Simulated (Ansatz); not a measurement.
## Band edges of CaS (Fm-3m)

```yaml
crystal:
  lattice:
    - [0.00000, 2.78222, 2.78222]
    - [2.78222, 0.00000, 2.78222]
    - [2.78222, 2.78222, 0.00000]
  atoms:
    - { symbol: Ca, position: [0.00000, 0.00000, 0.00000] }
    - { symbol: S, position: [0.50000, 0.50000, 0.50000] }
```

Unless marked otherwise, the numbers come from LDA, all-electron LAPW in Ansatz 0.2.0, scalar-relativistic. k mesh 6×6×6, fixed occupations, basis error target 1 meV/atom. The cell was relaxed by PAW under this functional, which moved its volume by -6 % from the database entry's.

Extrema are searched on a 12×12×12 mesh and refined by Newton steps; masses come from band slopes 0.005 Å⁻¹ away, 1/m* = (1/ħ²) d²E/dk², negative for holes (the finite step makes the lightest masses up to about 3 % heavy). k is in units of the reciprocal vectors.

Q: Where are the band edges, and is the gap direct?

A: The valence maximum lies at Gamma (0.000, 0.000, 0.000) and the conduction minimum at X (0.000, -0.500, -0.500), so the Kohn-Sham gap of 1.973 eV is indirect; the least direct gap on the mesh is 2.841 eV.

Q: What are the electron masses at the edge?

A: The principal masses are 0.279, 0.279, 1.39 mₑ. One valley has a density-of-states mass (m₁m₂m₃)^(1/3) = 0.476; 3 valleys give N^(2/3) times that, 0.99; the direction-averaged conductivity mass 3/Σ(1/mᵢ) is 0.38 mₑ.

Q: Several bands lie at or near the hole edge, or its surface isn't an ellipsoid. What are the masses by direction?

A: 

```json
{"direction": "100", "branch from the edge": "1", "its level at the point (eV from the edge)": "0.000", "m*/mₑ": "-1.07"}
{"direction": "100", "branch from the edge": "2", "its level at the point (eV from the edge)": "0.000", "m*/mₑ": "-1.07"}
{"direction": "100", "branch from the edge": "3", "its level at the point (eV from the edge)": "0.000", "m*/mₑ": "-0.206"}
{"direction": "110", "branch from the edge": "1", "its level at the point (eV from the edge)": "0.000", "m*/mₑ": "-1.07"}
{"direction": "110", "branch from the edge": "2", "its level at the point (eV from the edge)": "0.000", "m*/mₑ": "-0.631"}
{"direction": "110", "branch from the edge": "3", "its level at the point (eV from the edge)": "0.000", "m*/mₑ": "-0.238"}
{"direction": "111", "branch from the edge": "1", "its level at the point (eV from the edge)": "0.000", "m*/mₑ": "-0.73"}
{"direction": "111", "branch from the edge": "2", "its level at the point (eV from the edge)": "0.000", "m*/mₑ": "-0.73"}
{"direction": "111", "branch from the edge": "3", "its level at the point (eV from the edge)": "0.000", "m*/mₑ": "-0.25"}
{"direction": "11-2", "branch from the edge": "1", "its level at the point (eV from the edge)": "0.000", "m*/mₑ": "-0.867"}
{"direction": "11-2", "branch from the edge": "2", "its level at the point (eV from the edge)": "0.000", "m*/mₑ": "-0.748"}
{"direction": "11-2", "branch from the edge": "3", "its level at the point (eV from the edge)": "0.000", "m*/mₑ": "-0.236"}
```

Q: Along the Cartesian direction 001 the conduction slope is 0.1368 eV·Å one step out. What is it four steps out, and what does that say?

A: 0.5459 eV·Å, 3.990 times the first; a parabola would give 4, so the band is nearly parabolic here.

Q: What electronic dielectric constant and refractive index follow from the same bands (independent particles)?

A: ε∞ = (5.97, 5.97, 5.97), so n ≈ √ε∞ = 2.44 (mean over directions) well under the gap and the normal reflectivity is ((n − 1)/(n + 1))² = 0.176. Local fields, left out here, lower ε∞ by several per cent.

Q: What gap does PAW give in the same cell?

A: 1.973 eV, 0 meV from the LAPW value.

Q: Cells strained by ±0.5 % (all lengths, zz alone, equal engineering shears γ in yz, zx, xy; ions relaxed) give deformation potentials. How do the edge levels move, in eV per unit strain against the centre of the top valence set?

A: 

| point | k | side | bands | level (eV) | d/dlnV | d/dε_zz | d/dγ | split/ε_zz | split/γ |
| --- | --- | --- | --- | --- | --- | --- | --- | --- | --- |
| Gamma | 0.00 0.00 0.00 | valence | 3 | 0.000 | 0.00 | 0.00 | 0.00* | 1.36 | 8.01 |
| X | 0.00 -0.50 -0.50 | valence | 2 | -0.868 | 0.66 | -0.60 | 0.00* | 0.94 | 7.74 |
| X | 0.00 -0.50 -0.50 | conduction | 1 | 1.973 | 2.79 | 2.58 | 0.00* | – | – |
| X | -0.50 -0.50 0.00 | valence | 2 | -0.868 | 0.66 | 3.19 | 0.00* | 0.00 | 7.74 |
| X | -0.50 -0.50 0.00 | conduction | 1 | 1.973 | 2.79 | 3.22 | 0.00* | – | – |
| L | -0.50 0.00 0.00 | valence | 2 | -1.341 | 2.31 | 2.31 | -1.92 | 0.42 | 7.55 |
| L | -0.50 0.00 0.00 | conduction | 1 | 5.148 | -1.90 | -1.90 | -1.74 | – | – |
| L | -0.50 -0.50 -0.50 | valence | 2 | -1.341 | 2.31 | 2.31 | 5.76 | 0.42 | 0.00 |
| L | -0.50 -0.50 -0.50 | conduction | 1 | 5.148 | -1.90 | -1.90 | 5.23 | – | – |

For the triplet at Γ the single level moves against the pair by 3bε_zz and by 3√3 d (γ/2), so b = -0.45 eV and d = -3.08 eV.

Sets with another level within 0.15 eV are left out, since it mixes in under strain; the reference set stays in any case. Entries marked * vanish by symmetry to first order; what they show is the residue of the finite step. These cells use a basis error target of 0.5 meV/atom.

Caveats: semilocal gaps are low, and what follows the gap (onsets, screening, light masses) shifts with it; without spin-orbit coupling, bands that meet at the valence top are not the light and heavy holes of experiment; the frozen-core PAW files of the compared runs were fitted under PBE, their cores solved anew for this functional.
